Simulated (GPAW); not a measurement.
Here is a GPAW 26.7.0 calculation.

The input run.py:

```python
from ase.dft.bandgap import bandgap
from ase.io import read, write
from ase.units import Bohr, GPa
from gpaw import GPAW, PW
from gpaw.elf import elf_from_dft_calculation

atoms = read('POSCAR')

calc = GPAW(mode=PW(600),
            xc='PBE',
            kpts={'size': (8, 8, 8), 'gamma': True},
            occupations={'name': 'methfessel-paxton', 'order': 0, 'width': 0.025},
            nbands=18,
            convergence={'density': 1e-05, 'energy': 1e-05},
            maxiter=150,
            txt='gpaw.txt')
atoms.calc = calc
energy = atoms.get_potential_energy()
forces = atoms.get_forces()
stress = atoms.get_stress()
calc.write('gs.gpw')
write('result.traj', atoms)
print(f'Energy: {energy:.6f} eV')
print('Forces (eV/A):')
print(forces.round(4))
print('Stress (GPa):', (stress / GPa).round(3))
print('Fermi level:', round(calc.get_fermi_level(), 4), 'eV')
print(f'Gap: {bandgap(calc)[0]:.4f} eV, direct: {bandgap(calc, direct=True)[0]:.4f} eV')

# fields on the real-space grid
write('density.cube', atoms, data=calc.get_pseudo_density() * Bohr**3)
write('potential.cube', atoms, data=calc.get_electrostatic_potential())
write('elf.cube', atoms, data=elf_from_dft_calculation(calc).data)
```

Contents of POSCAR:

```
ZnSe
1.0
    0.0000000000      2.8338000000      2.8338000000
    2.8338000000      0.0000000000      2.8338000000
    2.8338000000      2.8338000000      0.0000000000
Se Zn
1 1
Direct
    0.7500000000      0.7500000000      0.7500000000
    0.0000000000      0.0000000000      0.0000000000
```

Potentials or basis: GPAW PAW data sets (gpaw-data 1.2.1), pw.

Run with:

```sh
$ OMP_NUM_THREADS=1 python run.py
```

Q: Estimate the pressure.

A: 2.1 GPa.

Q: Estimate the band gap on the k mesh.

A: 1.30 eV, direct.

**Measured values to compare with.**

From “Alloy Disordering Effects on the Thermal Conductivity and Energy Gap Temperature Dependence of Cd1−xZnxSe Ternary Crystals Grown by the Bridgman Method”, 2023, pmc:10253836, for a bulk crystal of ZnSe at 300 K: band gap 2.695 ± 0.003 eV (an exciton energy, a little under the gap).

Measured gap of ZnSe: 2.695 eV (an exciton energy, a little under the gap; 300 K; “Alloy Disordering Effects on the Thermal Conductivity and Energy Gap Temperature Dependence of Cd1−xZnxSe Ternary Crystals Grown by the Bridgman Method”, 2023, pmc:10253836). This calculation gives 1.30 eV (-1.40 eV). So large a miss can be the level of theory's own, or it may mean another phase, state or a wrong row. Spin-orbit coupling on Se is left out. The value is that of PBE, without temperature or zero-point motion. Semilocal functionals fall short of measured gaps as a rule.
